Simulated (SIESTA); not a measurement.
**A self-consistent single point of ZrO2 (Fm-3m, 3 atoms in the cell) with SIESTA**

Level of theory: GGA PBE, numerical atomic orbitals DZP, PseudoDojo PBE standard norm-conserving potentials (rewritten from UPF to PSML) (SIESTA).

This input was run:

```
# files in the folder: Zr.psml O.psml (PseudoDojo PBE standard)
SystemName  ZrO2
SystemLabel siesta

NumberOfAtoms                3
NumberOfSpecies              2
%block ChemicalSpeciesLabel
  1 40 Zr
  2 8 O
%endblock ChemicalSpeciesLabel
LatticeConstant              3.553569 Ang
%block LatticeVectors
     0.000000000    0.707106855    0.707106855
     0.707106855    0.000000000    0.707106855
     0.707106855    0.707106855    0.000000000
%endblock LatticeVectors
AtomicCoordinatesFormat      ScaledCartesian
%block AtomicCoordinatesAndAtomicSpecies
     0.000000000    0.000000000    0.000000000  1
     0.353553428    0.353553428    0.353553428  2
     1.060660283    1.060660283    1.060660283  2
%endblock AtomicCoordinatesAndAtomicSpecies

XC.functional                GGA
XC.authors                   PBE
PAO.BasisSize                DZP
PAO.EnergyShift              0.01 Ry
MeshCutoff                   350 Ry
%block kgrid.MonkhorstPack
    6   0   0  0.0
    0   6   0  0.0
    0   0   6  0.0
%endblock kgrid.MonkhorstPack
OccupationFunction           FD
ElectronicTemperature        10 K

MaxSCFIterations             150
SCF.Mixer.Method             Pulay
SCF.Mixer.Weight             0.25
SCF.Mixer.History            6
SCF.DM.Tolerance             1.0E-04
Diag.ParallelOverK           true
WriteForces                  true
```

The program printed (abridged):

```
reinit: Reading from file input.fdf

reinit: System Name: ZrO2
reinit: System Label: siesta

coor:   Atomic-coordinates input format  =     Cartesian coordinates
coor:                                          (in units of alat)

siesta: Atomic coordinates (Bohr) and species
siesta:      0.00000   0.00000   0.00000  1        1
siesta:      2.37421   2.37421   2.37421  2        2
siesta:      7.12262   7.12262   7.12262  2        3

siesta: System type = bulk

initatomlists: Number of atoms, orbitals, and projectors:      3    45    44

siesta: ******************** Simulation parameters ****************************
redata: Spin configuration                          = none
redata: Time-Reversal Symmetry                      = T
redata: Number of Atomic Species                    =        2
redata: Mesh Cutoff                                 =   350.0000 Ry
redata: Net charge of the system                    =     0.0000 |e|
redata: Min. number of SCF Iter                     =        0
redata: Max. number of SCF Iter                     =      150
redata: SCF convergence failure will abort job
redata: SCF mix quantity                            = Hamiltonian
redata: Mix DM or H after convergence               =   F
redata: Recompute H after scf cycle                 =   F
redata: Mix DM in first SCF step                    =   T
redata: No kicks to SCF
redata: DM Mixing Weight for Kicks                  =     0.5000
redata: Require Harris convergence for SCF          =   F
redata: Harris energy tolerance for SCF             =     0.000100 eV
redata: Require DM convergence for SCF              =   T
redata: DM tolerance for SCF                        =     0.000100
redata: Require EDM convergence for SCF             =   F
redata: EDM tolerance for SCF                       =     0.001000 eV
redata: Require H convergence for SCF               =   T
redata: Hamiltonian tolerance for SCF               =     0.001000 eV
redata: Require (free) Energy convergence for SCF   =   F
redata: (free) Energy tolerance for SCF             =     0.000100 eV
redata: Using DFT-D3 dispersion                     =   F
redata: Using Saved Data (generic)                  =   F
redata: Method of Calculation                       = Diagonalization
redata: Electronic Temperature                      =    10.0000 K
redata: Number of TDED substeps                     =        3
redata: Dynamics option                             = Single-point calculation
redata: Save all siesta data in one NC              =   F
redata: ***********************************************************************

%block SCF.Mixers
  Pulay
%endblock SCF.Mixers

%block SCF.Mixer.Pulay
  # Mixing method
  method pulay
  variant stable

  # Mixing options
  weight 0.2500
  weight.linear 0.2500
  history 6
%endblock SCF.Mixer.Pulay

DM_history_depth set to one: no extrapolation allowed by default for geometry relaxation
Size of DM history Fstack: 1
Total number of electrons:    24.000000
Total ionic charge:    24.000000

* ProcessorY, Blocksize:    1  46

* Orbital distribution balance (max,min):    45    45

k-point displ. along   1 input, could be:     0.00    0.50
k-point displ. along   2 input, could be:     0.00    0.50
k-point displ. along   3 input, could be:     0.00    0.50
 Kpoints in:          144 . Kpoints trimmed:          132

siesta: k-grid: Number of k-points = 132
siesta: k-points from Monkhorst-Pack grid
siesta: k-cutoff (effective) =    10.661 Ang
siesta: k-point supercell and displacements
siesta: k-grid:     6     0     0      0.000
siesta: k-grid:     0     6     0      0.000
siesta: k-grid:     0     0     6      0.000

diag: Algorithm                                     = D&C
diag: Parallel over k                               =   F
diag: Use parallel 2D distribution                  =   F
diag: Parallel block-size                           = 46
diag: Parallel distribution                         =     1 x     1
diag: Used triangular part                          = Lower
diag: Absolute tolerance                            =  0.100E-15
diag: Orthogonalization factor                      =  0.100E-05
diag: Memory factor                                 =  1.0000

superc: Internal auxiliary supercell:     5 x     5 x     5  =     125
superc: Number of atoms, orbitals, and projectors:    375   5625   5500

                        Single-point calculation

superc: Internal auxiliary supercell:     5 x     5 x     5  =     125
superc: Number of atoms, orbitals, and projectors:    375   5625   5500

outcell: Unit cell vectors (Ang):
        0.000000    2.512753    2.512753
        2.512753    0.000000    2.512753
        2.512753    2.512753    0.000000

outcell: Cell vector modules (Ang)   :    3.553569    3.553569    3.553569
outcell: Cell angles (23,13,12) (deg):     60.0000     60.0000     60.0000
outcell: Cell volume (Ang**3)        :     31.7307
new_DM -- step:     1
Initializing Density Matrix...

Attempting to read DM from file... Failed...
DM filled with atomic data:

InitMesh: MESH = 36 x 36 x 36 = 46656
InitMesh: Mesh cutoff (required, used) =   350.000   425.470 Ry

stepf: Fermi-Dirac step function

        iscf     Eharris(eV)        E_KS(eV)     FreeEng(eV)     dDmax    Ef(eV) dHmax(eV)
   scf:    1    -2262.238383    -2276.295360    -2276.295360  1.806298 -4.443083  8.872345
   scf:    2    -2284.311153    -2281.220765    -2281.220765  0.190471 -6.168713  2.914144
   scf:    3    -2281.785170    -2281.695212    -2281.695212  0.099529 -3.741786  0.489835
   scf:    4    -2281.681400    -2281.701811    -2281.701811  0.033771 -3.937942  0.431830
   scf:    5    -2281.658487    -2281.700182    -2281.700182  0.033217 -4.281903  0.435269
   scf:    6    -2281.720220    -2281.715730    -2281.715730  0.020001 -4.096581  0.009038
   scf:    7    -2281.715733    -2281.715733    -2281.715733  0.000362 -4.101498  0.002127
   scf:    8    -2281.715734    -2281.715734    -2281.715734  0.000088 -4.100993  0.000095

SCF Convergence by DM+H criterion
max |DM_out - DM_in|         :     0.0000882480
max |H_out - H_in|      (eV) :     0.0000954571
SCF cycle converged after 8 iterations

Using DM_out to compute the final energy and forces

siesta: E_KS(eV) =            -2281.7157

siesta: E_KS - E_eggbox =     -2281.7157

siesta: Atomic forces (eV/Ang):
     1    0.000000    0.000000    0.000000
     2    0.000287    0.000287    0.000287
     3   -0.000287   -0.000287   -0.000287
   Tot   -0.000000   -0.000000   -0.000000
   Max    0.000287
   Res    0.000234    sqrt( Sum f_i^2 / 3N )
   Max    0.000287    constrained

Stress tensor Voigt[x,y,z,yz,xz,xy] (kbar):     -161.60     -161.60     -161.60        0.05        0.05        0.05
(Free)E + p*V (eV/cell)    -2278.5152
Target enthalpy (eV/cell)    -2281.7157

siesta: Program's energy decomposition (eV):
siesta: Ebs     =      -515.159395
siesta: Eions   =      3432.798547
siesta: Ena     =       635.152779
siesta: Ekin    =      1003.290284
siesta: Enl     =         1.122615
siesta: Eso     =         0.000000
siesta: Edftu   =         0.000000
siesta: DEna    =        13.502286
siesta: DUscf   =         1.609414
siesta: DUext   =         0.000000
siesta: Ex      =      -469.070544
siesta: Ec      =       -34.524020
siesta: Exc     =      -503.594564
siesta: Eharris =     -2281.715734
siesta: Etot    =     -2281.715734
siesta: FreeEng =     -2281.715734

siesta: Stress tensor (static) (eV/Ang**3):
siesta:    -0.100864    0.000028    0.000028
siesta:     0.000028   -0.100864    0.000028
siesta:     0.000028    0.000028   -0.100864

siesta: Cell volume =         31.730681 Ang**3

siesta: Pressure (static):
siesta:                Solid            Molecule  Units
siesta:           0.00109855          0.00109880  Ry/Bohr**3
siesta:           0.10086441          0.10088715  eV/Ang**3
siesta:         161.60260001        161.63904207  kBar
```

The run converged in 8 iterations.

The starting cell comes from a database of computed structures (which also holds hypothetical and non-ambient phases and stackings), without a prior relaxation at this level. Its lattice was rescaled by a random factor within 2.5 % of one. Values carry the incompleteness of an atom-centred basis. With a pressure of about 16 GPa the cell is away from its equilibrium volume at this level.

Cost on one core of a shared machine: roughly 30 s.
